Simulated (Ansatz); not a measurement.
Input for Ansatz (plane-wave DFT, PAW):

```yaml
crystal:
  lattice:
    - [9.0, 0.0, 0.0]
    - [0.0, 9.3, 0.0]
    - [0.0, 0.0, 4.7373374778]
  atoms:
    - { symbol: Cu, position: [0.5, 0.5, 0.0], spin: 0.5 }
    - { symbol: I, position: [0.5, 0.5, 0.5], spin: 0.5 }
basis:
  ecutwfc: 420
kpoints:
  mp_grid: { grid: [1, 1, 14] }
hamiltonian:
  xc: pbe
scf:
  occupations: { method: gaussian, width: 0.05 }
output:
  forces: true
  stress: true
  eigenvalues: true
  populations: true
  write_density: true
  write_potential: true
  elf: true
  volumetric_format: npy
magnetization:
  spin_polarized: true
relax:
  adjacent_minimum: "off"
  f_tol: 0.01
  max_steps: 45
  cell: { fix: [a, b, alpha, beta, gamma], stress_tol: 0.03 }
```

Run as
```bash
ansatz run input.yaml --threads 2 --pin off --max-ram 5120MiB --backend cpu --events-out ev --progress --plain --runs-dir out
```

Level of theory: DFT PBE, scalar-relativistic, plane waves, PAW (Ansatz 0.2.0).

From the run's log, abridged (final results; tables in files aren't shown):

```
the starting moments were not kept: the SCF closed with an absolute magnetisation of 2.6e-9 μB, where they sum to 1 μB in size (2 sites). That is at most 0.1 of that sum. Measured as dr2_m measures the in/out step, that magnetisation stands 1.2e-18 eV from none, at or under the dr2_threshold of 7.2e-12 eV: it is no larger than a step whose dr2_m would equal this threshold.
SCF 4 converged in 21 iterations: F = -14137.534182 eV  dr2 = 2.18e-12
WARN: The output density's exchange-correlation potential varies sharply where the density is thin. Do not read a vacuum level from v_tot or v_xc, or from such a field of the output density. On a cell that repeats whose density bears no net charge and no dipole along the vacuum's axis use v_es (v_loc + v_h of the components); under efield.dipole_correction with no amplitude use v_es + v_field, which holds any external_charges[].barrier, or the levels of the report's work_function block, which leave it out; under a non-zero efield.amplitude the vacuum is tilted and has no level; on a cell that repeats and bears such a dipole with no correction it is tilted too, and efield.dipole_correction wi ...
SCF converged after 21 iterations
Magnetization: 0.0000 μB (18.0000 up, 18.0000 down)
Absolute magnetization: 0.0000 μB (∫|ρ↑−ρ↓|, with the PAW one-centre terms)
Spin contamination: 0.0000 ħ² per cell (⟨S²⟩ above its minimum at these occupations)
Per-site moments (μB) at R_I (Å): [(0.0, 0.99340057), (0.0, 0.99340057)]
Free energy (F): -14137.534182 eV
Harris-Foulkes:  -14137.534182 eV  (|F-HF|=0.00e0)
Internal energy: -14137.534182 eV  (E = F + TS)
E sigma→0 (E₀):  -14137.534182 eV
Fermi energy:    -3.082911 eV
--- Per-component energies (eV) ---
  E_band       = -1263.479264
  E_kinetic    = 488.599736
  E_local      = -14811.507697  (includes V_loc(G=0)·N_el)
  E_nonlocal   = 317.078388
  E_hartree    = 6939.793983
  E_xc         = -213.331410
  E_vxc        = -238.333156  (∫ρ·V_xc dr)
  E_paw        = -6495.765059  (= ΣΔE_a)
  E_vpaw       = -898.904634  (= ΣTr[D̂ρ^β])
  E_aug_tail   = 0.000271  (compensation charges beyond the density's cutoff)
  E_ewald      = -362.402394
  E_smearing   =  0.000000  (= −TS)
--- Forces (eV/Å), atoms counted from 1 ---
  atom   1  Cu     0.00000000     0.00000000     0.00000000
  atom   2  I      0.00000000     0.00000000     0.00000000
--- Stress (GPa, compression-positive) ---
        0.006966       0.000000       0.000000
        0.000000       0.004553       0.000000
        0.000000       0.000000       0.024086
  P = ⅓ Tr σ = 0.0119 GPa (0.119 kbar)
--- Band table (eV; the first three rows and the last of 16) ---
  k-point 0 ↑: bands = ["-114.7258", "-72.3122", "-72.0683", "-72.0682", "-48.3414", "-48.2645", "-48.2643", "-48.1117", "-48.1116", "-16.1193", "-6.7822", "-5.5431", "-5.5426", "-5.2163", "-5.2163", "-5.1066", "-4.8328", "-4.8326", "-2.2201", "0.9582", "1.9724", "2.0395", "2.0398"]
  k-point 1 ↑: bands = ["-114.7258", "-72.3122", "-72.0683", "-72.0682", "-48.3413", "-48.2645", "-48.2643", "-48.1117", "-48.1116", "-16.1074", "-6.9642", "-5.6503", "-5.6499", "-5.0869", "-5.0868", "-5.0395", "-4.8326", "-4.8324", "-2.0223", "0.9916", "1.9102", "1.9690", "2.0711"]
  k-point 2 ↑: bands = ["-114.7258", "-72.3122", "-72.0683", "-72.0682", "-48.3409", "-48.2644", "-48.2643", "-48.1116", "-48.1116", "-16.0734", "-7.3796", "-5.8177", "-5.8174", "-4.9239", "-4.8548", "-4.8546", "-4.8319", "-4.8318", "-1.4751", "1.0933", "1.7072", "1.7463", "2.1659"]
  k-point 7 ↓: bands = ["-114.7258", "-72.3126", "-72.0683", "-72.0682", "-48.3389", "-48.2644", "-48.2642", "-48.1116", "-48.1116", "-15.8569", "-8.9172", "-6.2550", "-6.2548", "-4.8282", "-4.8281", "-4.7296", "-3.9469", "-3.9466", "0.3424", "0.3504", "2.0873", "2.1757", "3.3731"]
--- Relaxed structure (3 steps of the walk, 3 accepted, 1 SCFs on fresh bases) ---
  F+E_penalty+E_count = -14137.53418247 eV   max|allowed force component| = 2.524e-29 eV/Å   (the final SCF, on the basis selected at the relaxed cell)
  cell:  # Å, volume = 403.1400 Å³
    - [9.0, 0.0, 0.0]
    - [0.0, 9.3, 0.0]
    - [0.0, 0.0, 4.81648762]
  atoms:
    - { symbol: Cu, position: [0.5, 0.5, 0.0] }
    - { symbol: I, position: [0.5, 0.5, 0.49999999] }
--- Löwdin populations: 2 sites ---
  site symbol q [e]    m [muB]
     0     Cu     18.4940     0.0000
     1      I     17.4021     0.0000
  spilling = 0.002885 (of n_electrons = 36.000000)
```

The relaxation met its thresholds.

It took 44 s on 2 threads of Intel(R) Xeon(R) Platinum 8259CL CPU @ 2.50GHz (Skylake/Cascade Lake), with other jobs on the host, peak memory 0.74 GiB.

Spin-orbit coupling is left out, which matters for the bands of heavy elements.